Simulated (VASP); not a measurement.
A run of VASP 6.6.1 is set up as follows.

The input INCAR:

```
SYSTEM = BaTiO3
  ALGO = Fast
  EDIFF = 1E-7
  EDIFFG = -0.01
  ENCUT = 600
  IBRION = 2
  ISIF = 4
  ISMEAR = 0
  KPAR = 2
  LASPH = .TRUE.
  LCHARG = .FALSE.
  LREAL = .FALSE.
  LWAVE = .FALSE.
  NELM = 80
  NSW = 40
  PREC = Accurate
  SIGMA = 0.03
```

KPOINTS

```
k-points
0
G
  8 8 8
  0 0 0
```

File POSCAR:

```
BaTiO3                                  
1.0
    3.9155078614      0.0000000000      0.0000000000
    0.0000000000      3.9155078614      0.0000000000
    0.0000000000     -0.0000000000      3.9624086642
  Ba              Ti              O             
     1     1     3
Direct
     0.0000000000000000    1.0000000000000000    0.0019191113268453
     0.5000000000000000    0.5000000000000000    0.4893446043486940
     0.5000000000000000    0.5000000000000000    0.0221684771398351
     0.5000000000000000    1.0000000000000000    0.5147839035923124
     0.0000000000000000    0.5000000000000000    0.5147839035923124
```

Potentials or basis: VASP PAW LDA potentials, release 64 (Ba_sv, Ti_sv, O).

The run is started by

```console
$ cat potpaw_LDA.64/Ba_sv/POTCAR potpaw_LDA.64/Ti_sv/POTCAR potpaw_LDA.64/O/POTCAR > POTCAR
$ mpirun -np 2 vasp_std > vasp.out
```

(1) Predict the band gap on the k mesh.

(2) What does it give for the energy gained by relaxing?

Answers

(1) 1.77 eV, indirect (least direct gap 1.95 eV).

(2) 0.8 meV/atom.

Caveat: spin-orbit coupling is left out, which moves the levels of the heavy elements.
